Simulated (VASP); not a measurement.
Here is a VASP 6.6.1 calculation.

File POSCAR:

```
Rh
1.0
    2.6158873969      0.0000000000      0.0000000000
   -1.3079436985      2.2654249391      0.0000000000
    0.0000000000      0.0000000000      2.5211089485
Rh
1
Direct
    0.0000000000      0.0000000000      0.0000000000
```

INCAR.step1

```
PREC     = Accurate       # precision mode
ENCUT    = 520            # plane-wave cutoff, eV
ISMEAR   = 0              # smearing method
SIGMA    = 0.1            # smearing width, eV
LREAL    = False          # projectors in reciprocal space
LASPH    = True           # aspherical terms in the spheres
NELM     = 100            # most SCF steps
NBANDS   = 14             # bands
GGA      = PE             # functional
ALGO     = Normal         # electronic algorithm
EDIFF    = 1E-4           # SCF threshold, eV
LWAVE    = True           # write WAVECAR
LCHARG   = False          # write CHGCAR
```

Contents of INCAR.step2:

```
PREC     = Accurate       # precision mode
ENCUT    = 520            # plane-wave cutoff, eV
EDIFF    = 1E-6           # SCF threshold, eV
ISMEAR   = 0              # smearing method
SIGMA    = 0.1            # smearing width, eV
LREAL    = False          # projectors in reciprocal space
LASPH    = True           # aspherical terms in the spheres
NELM     = 100            # most SCF steps
ALGO     = Normal         # electronic algorithm
ISIF     = 2              # what is computed and relaxed
LWAVE    = False          # write WAVECAR
LCHARG   = False          # write CHGCAR
METAGGA  = R2SCAN         # meta-GGA
LMIXTAU  = True         
NBANDS   = 14             # bands
ISTART   = 1
```

KPOINTS

```
regular mesh
0
Gamma
  24 24 22
```

Potentials or basis: VASP PAW PBE potentials, release 64 (Rh_pv).

The run is started by

```console
$ cat potpaw_PBE.64/Rh_pv/POTCAR > POTCAR
$ cp INCAR.step1 INCAR
$ mpirun -np 1 vasp_std > vasp.out
$ cp INCAR.step2 INCAR
$ mpirun -np 1 vasp_std > vasp.out
```

Predict the pressure.

1.1 GPa.

Predict the band gap on the k mesh.

none (metal or under the smearing width).

Stress tensor (GPa, compression positive):
```
1.11 0.00 0.00
0.00 1.11 0.00
0.00 0.00 0.95
```

Caveat: the PAW data sets were made with another functional, which shifts forces and pressure a little.
